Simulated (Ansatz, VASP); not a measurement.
## CdTe: VASP beside Ansatz

Wanted: the spread between two codes on one cell, functional and k mesh. The cell is taken from a series of VASP runs on this material, whose earlier steps may have relaxed, scaled or displaced it; both programs get it as it stands.

Method: plane waves, with VASP 6.6.1 beside it; band structure at r2SCAN-EpsX with an exact-exchange share of 0.114, in Ansatz 0.2.0.

### 1. Starting point

It takes space group F-43m (No. 216, cubic). The conventional cell has a = 6.280 Å, b = 6.280 Å, c = 6.280 Å, α = 90.00°, β = 90.00°, γ = 90.00°. Te has 4 Cd at 2.72 Å nearest. Cd has 4 Te at 2.72 Å nearest. Farther neighbours and most contacts between anions are not listed.

### 2. Ansatz: band structure, r2SCAN-EpsX with an exact-exchange share of 0.114

Ansatz runs on its default PAW (the set named soft_2) files.

The same path points are solved in both programs, so levels can be compared one by one.

File input.yaml:

```yaml
crystal:
  lattice:
    - [0.0, 3.14, 3.14]
    - [3.14, 0.0, 3.14]
    - [3.14, 3.14, 0.0]
  atoms:
    - { symbol: Te, position: [0.75, 0.75, 0.75] }
    - { symbol: Cd, position: [0.0, 0.0, 0.0] }
hamiltonian:
  xc: { exchange: r2scan, correlation: r2scan, exx: { coeff: 0.114 } }
  pseudopotentials: { kind: paw }
kpoints:
  mp_grid: { grid: [4, 4, 4] }
  band_path:
    path:
      - [0.0, 0.0, 0.0]
      - [0.5, 0.0, 0.5]
      - [0.5, 0.22222, 0.72222]
      - [0.40278, 0.34722, 0.75]
      - [0.125, 0.125, 0.25]
      - [0.27778, 0.27778, 0.27778]
      - [0.55556, 0.38889, 0.55556]
      - [0.58333, 0.25, 0.66667]
      - [0.5, 0.30556, 0.69444]
      - [0.48611, 0.48611, 0.52778]
      - [0.625, 0.25, 0.625]
      - [0.5, 0.0, 0.5]
    npoints: 1
scf:
  occupations: { method: gaussian, width: 0.03 }
  n_extra_bands: 7
output:
  forces: true
  stress: true
  eigenvalues: true
```

Launch:

```bash
$ ansatz run input.yaml --threads 4 --pin off --max-ram 9216MiB --backend cpu --events-out ev --progress --plain --runs-dir out
```

Numbers of over 12 decimals in the logs are rounded to 6 here.

Output:

```text
Warning: output.stress: scf.convergence.dr2_threshold = 1e-7 eV (the SCF's general default) is looser than the 2e-10 eV advised for a printed stress (1e-10 eV for each atom of the cell: 2). What an SCF threshold leaves in a stress goes as its square root, and in the free energy as the threshold itself, and one threshold admits the most on a small cell: [figures from the program's tests cut] Set scf.convergence.dr2_threshold to 2e-10 eV or tighter. The threshold is an SCF's pass mark: one that does not reach it within its budget of iterations ends unconverged, or closes short of it on a stop that the run arms, and scf.convergence.dr2_threshold's page says what that costs each kind of run
Warning: output.stress: scf.exx.energy_threshold = 1e-6 eV is looser than the 2e-8 eV advised for a stress under a hybrid functional (1e-8 eV for each atom of the cell: 2). Every SCF of the exchange loop can meet its threshold on dr2 while the loop round them stops early: no threshold on dr2 bounds what that leaves in the stress. Set scf.exx.energy_threshold to 2e-8 eV or tighter. The threshold is the loop's pass mark: a loop that does not reach it within its budget of cycles ends unconverged, and scf.exx.energy_threshold's page has the law
scf.n_extra_bands = 7 over 18 filled bands (N_el = 36.0): the run solves 25 bands
Engine: ansatz 0.2.0, aarch64-unknown-linux-gnu
Pseudopotentials: kind: paw
Pseudopotential: Te, paw, valence charge 16, recommended cutoff 500 eV (meta_gga), Te.paw.azcp
Pseudopotential: Cd, paw, valence charge 20, recommended cutoff 500 eV (meta_gga), Cd.paw.azcp
Functional definition: unnamed
  parameter a_1 = 0.114
  exchange = (1 - a_1)*r2scan_x + a_1*exact_x
  correlation = r2scan_c
Crystal: 2 atoms, lattice volume = 61.918 Å³
Basis set: ecut = 500 eV, 1591 PW (Γ), exchange–correlation on 144×144×144 points (64 copies of the dense FFT grid, shifted against one another)
Bands: 25, of which v1, the nominal top of the filled ones, is band 18 counted from 1 (17 counted from 0)
Symmetry: 24 space group operations
Space group: F-43m (ITA 216), of the structure as read, at distance tolerance 4.0e-5 Å
k-points: 8 of 64 (time reversal used)
Non-local potential: Te, projectors of the file, l = 0: 2, l = 1: 2, l = 2: 2, l = 3: 2
Non-local potential: Cd, projectors of the file, l = 0: 3, l = 1: 2, l = 2: 2, l = 3: 1
PAW form: soft (Blöchl's): semilocal exchange-correlation on the pseudo side does not see the compensation charge
PAW frozen core: Te, regenerated for the run's functional, and the local potential with it (the file was generated under x = pbe(κ = 0.804, μ = 0.219515), c = pbe(β = 0.066725))
PAW frozen core: Cd, regenerated for the run's functional, and the local potential with it (the file was generated under x = pbe(κ = 0.804, μ = 0.219515), c = pbe(β = 0.066725))
PAW one-centre angular grid: Te, 590 points (default); XC on 160 Gauss nodes
PAW one-centre angular grid: Cd, 590 points (default); XC on 160 Gauss nodes
Initial density: superposition of atomic densities (neutral atoms: chi_scale 0, normalization atom), corrected by the library's trained network
Initial wavefunctions: pseudopotential atomic-orbital guess
Functional: x = r2scan, c = r2scan; τ floored in thin density (d = 2e-4 eV/Å³), warm-up for x = 0.886 r2scan + 0.114 exact, c = r2scan; τ floored in thin density (d = 2e-4 eV/Å³)
SCF iter   1: F=—  HF=-15263.895912 eV  |F-HF|=—  |Δ(HF+E_count)|=         —  Δρ=4.70e-3  dr2=6.81e-3  dr2_τ=1.19e-2  ethr=1.77e-3  ⟨swp⟩=12.6  Hψ=994  notcnv=0
preconditioner: auto → none  [insulator: Δε(μ)=1.539 eV  Ē_g=14.659 eV  σ=0.030 eV  W_gap=1.00  n_scr=14 (ndim 8)  ℏωp=20.0 eV  f_vac=0.160  D(μ)=0.00/eV (n_scr^D=0)]
SCF iter   2: F=—  HF=-15263.908116 eV  |F-HF|=—  |Δ(HF+E_count)|=   1.22e-2  Δρ=2.48e-3  dr2=1.59e-3  dr2_τ=3.39e-4  ethr=1.89e-5  ⟨swp⟩=4.2  Hψ=548  notcnv=0  defer=3
SCF iter   3: F=—  HF=-15263.908989 eV  |F-HF|=—  |Δ(HF+E_count)|=   8.73e-4  Δρ=1.00e-3  dr2=3.59e-4  dr2_τ=3.19e-5  ethr=4.42e-6  ⟨swp⟩=3.4  Hψ=436  notcnv=0
iter 4 solved again at ethr=1.21e-8 eV; its pass at ethr=9.98e-7 eV (dr2=4.34e-6 eV) is discarded
SCF iter   4: F=-15263.909091 eV  HF=-15263.909092 eV  |F-HF|=1.20e-6  |Δ(HF+E_count)|=   1.03e-4  Δρ=8.54e-5  dr2=4.28e-6  dr2_τ=1.09e-7  ethr=1.21e-8  ⟨swp⟩=3.0  Hψ=835  notcnv=0
SCF 1 stopped early in 4 iterations: F = -15263.909091 eV  dr2 = 4.28e-6
  greatest PAW one-centre occupation: 1.001 electrons in one spin orbital (limit 2), on the Cd atom at site 1 (counted from 0), in its partial waves of l = 1
Initial density: handed on by an earlier stage of this run
Initial wavefunctions: those handed on with the density
Functional: x = 0.886 r2scan + 0.114 exact, c = r2scan; τ floored in thin density (d = 2e-4 eV/Å³)
Frozen-core exchange: fock
SCF iter   1: F=—  HF=-15263.852989 eV  |F-HF|=—  |Δ(HF+E_count)|=         —  Δρ=1.51e-3  dr2=1.08e-3  dr2_τ=1.83e-4  ethr=1.19e-7  ⟨swp⟩=8.5  Hψ=976  notcnv=0
preconditioner: auto → none  [insulator: Δε(μ)=2.175 eV  Ē_g=15.718 eV  σ=0.030 eV  W_gap=1.00  n_scr=14 (ndim 8)  ℏωp=20.0 eV  f_vac=0.160  D(μ)=0.00/eV (n_scr^D=0)]
SCF iter   2: F=—  HF=-15263.852914 eV  |F-HF|=—  |Δ(HF+E_count)|=   7.57e-5  Δρ=2.59e-4  dr2=6.79e-5  dr2_τ=1.47e-6  ethr=1.19e-7  ⟨swp⟩=4.0  Hψ=567  notcnv=0
SCF iter   3: F=—  HF=-15263.853459 eV  |F-HF|=—  |Δ(HF+E_count)|=   5.45e-4  Δρ=1.76e-4  dr2=1.41e-5  dr2_τ=6.58e-7  ethr=9.48e-8  ⟨swp⟩=3.6  Hψ=426  notcnv=0
SCF iter   4: F=—  HF=-15263.853463 eV  |F-HF|=—  |Δ(HF+E_count)|=   3.97e-6  Δρ=4.57e-5  dr2=9.92e-7  dr2_τ=6.80e-8  ethr=3.82e-8  ⟨swp⟩=3.0  Hψ=412  notcnv=0
SCF iter   5: F=-15263.853468 eV  HF=-15263.853468 eV  |F-HF|=5.76e-8  |Δ(HF+E_count)|=   5.48e-6  Δρ=1.19e-5  dr2=1.46e-7  dr2_τ=7.11e-9  ethr=1.54e-9  ⟨swp⟩=4.1  Hψ=551  notcnv=0  defer=1
SCF 2 stopped early in 5 iterations: F = -15263.853468 eV  dr2 = 1.46e-7
hybrid outer 1: dexx = +4.967e-4 eV, tail = 1.57e-6 eV
Frozen-core exchange: fock
SCF iter   1: F=—  HF=-15263.853484 eV  |F-HF|=—  |Δ(HF+E_count)|=         —  Δρ=8.21e-6  dr2=2.57e-8  dr2_τ=1.61e-8  ethr=2.19e-8  ⟨swp⟩=5.8  Hψ=482  notcnv=0
preconditioner: auto → none  [insulator: Δε(μ)=2.193 eV  Ē_g=15.698 eV  σ=0.030 eV  W_gap=1.00  n_scr=14 (ndim 8)  ℏωp=20.0 eV  f_vac=0.160  D(μ)=0.00/eV (n_scr^D=0)]
SCF iter   2: F=-15263.853484 eV  HF=-15263.853484 eV  |F-HF|=1.15e-9  |Δ(HF+E_count)|=   6.83e-9  Δρ=3.18e-6  dr2=4.15e-9  dr2_τ=2.81e-10  ethr=7.01e-11  ⟨swp⟩=4.0  Hψ=500  notcnv=0
SCF 3 converged in 2 iterations: F = -15263.853484 eV  dr2 = 4.15e-9
  Residual-converged pass: ⟨swp⟩=3.0  Hψ=372  notcnv=0  max |occ|·‖R‖ = 2.3e-6 eV (tolerance 2.4e-6 eV)  dr2=4.15e-9  dr2_τ=2.83e-10  dr2_onsite=3.89e-10  max |Δocc| = 0.0e0
hybrid outer 2: dexx = +5.324e-9 eV, tail = 9.75e-9 eV, Δε = 6.10e-4 eV (about 7.99e-5 eV left of the loop's levels)
NSCF: frozen V_eff on 12 k-points
hybrid SCF converged: 2 outer / 7 inner (+4 warm-up), last move |dexx| = 5.32e-9 eV, tail = 9.75e-9 eV
Stability not checked: this state was not tested for a lower state beside it, because the functional holds exact exchange (a hybrid, or Hartree-Fock), whose exchange loop this test does not read (fock_operator; see scf.lower_state_search)
Free energy (F): -15263.853484 eV
Frozen-core exchange: fock
Harris-Foulkes:  -15263.853484 eV  (|F-HF|=1.15e-9)
Internal energy: -15263.853484 eV  (E = F + TS)
E sigma→0 (E₀):  -15263.853484 eV
Fermi energy:    9.413872 eV
--- Per-component energies (eV) ---
  E_band       = -828.422299
  E_kinetic    = 689.097220
  E_local      = -5214.518849  (includes V_loc(G=0)·N_el)
  E_nonlocal   = -276.359153
  E_hartree    = 2653.073606
  E_xc         = -255.902857
  E_vxc        = -321.013543  (∫ρ·V_xc dr)
  E_exx        = -67.818672  (= α·E_x^exact, valence–valence)
  E_paw        = -8754.242660  (= ΣΔE_a)
  E_vpaw       = -896.902889  (= ΣTr[D̂ρ^β])
  E_aug_tail   = -0.000033  (compensation charges beyond the density's cutoff)
  E_vtau       = 20.769572  (kinetic-family band-sum trace: ∫τ·v_τ [+ j·A + Jᵃ·Aᵃ] dr)
  E_ewald      = -4036.611048
  E_core_change = -0.571038  (= ΣΔE_core)
  E_smearing   = -0.000000  (= −TS)
  E_closure    = 0.000000  (closes the sum)
  Σ components = -15263.853484   (vs F -15263.853484, Δ=0.00e0)
--- Forces (eV/Å), atoms counted from 1 ---
  atom   1  Te     0.00000000    -0.00000000     0.00000000
  atom   2  Cd    -0.00000000     0.00000000     0.00000000
  max |Σ_I F_I| component: 1.18e-16 eV/Å
--- Stress (GPa, compression-positive) ---
        7.112071      -0.000000      -0.000000
       -0.000000       7.112071       0.000000
       -0.000000       0.000000       7.112071
  P = ⅓ Tr σ = 7.1121 GPa (71.121 kbar)
--- Band table (eV; the first three rows and the last of 8) ---
  k-point 0: bands = [... 14 lower, -0.9144, 8.3173, 8.3173, 8.3173, 10.5100, 13.9127, 13.9127, 13.9127, ... 3 higher]
  k-point 1: bands = [... 14 lower, -0.9156, 5.2273, 7.7768, 7.7768, 11.5293, 14.5449, 14.5449, 14.9521, ... 3 higher]
  k-point 2: bands = [... 14 lower, -0.4009, 3.0337, 7.3394, 7.3394, 11.2666, 14.5021, 14.5021, 16.3772, ... 3 higher]
  k-point 7: bands = [... 14 lower, -0.0688, 3.4412, 5.4136, 5.5506, 13.8295, 14.0331, 15.1812, 15.6125, ... 3 higher]
```

The job ended after 36 s (4 threads of Arm Neoverse V1, shared host; peak memory 1.2 GiB; 2.2 min of CPU time).

[end of part 1 of 2]

[Lines on the potential files, build, host, timing and source positions are cut from VASP's logs without a mark.]

[Logs are printed without paths, hosts, clocks, repeated set-up lines and the standing remarks that a program may print on its own settings, such as how far it seeks lower states.]

[Hosts, paths, dates, database ids (printed as entryN), source tags and the programs' standing remarks are cut or masked in the printed files.]
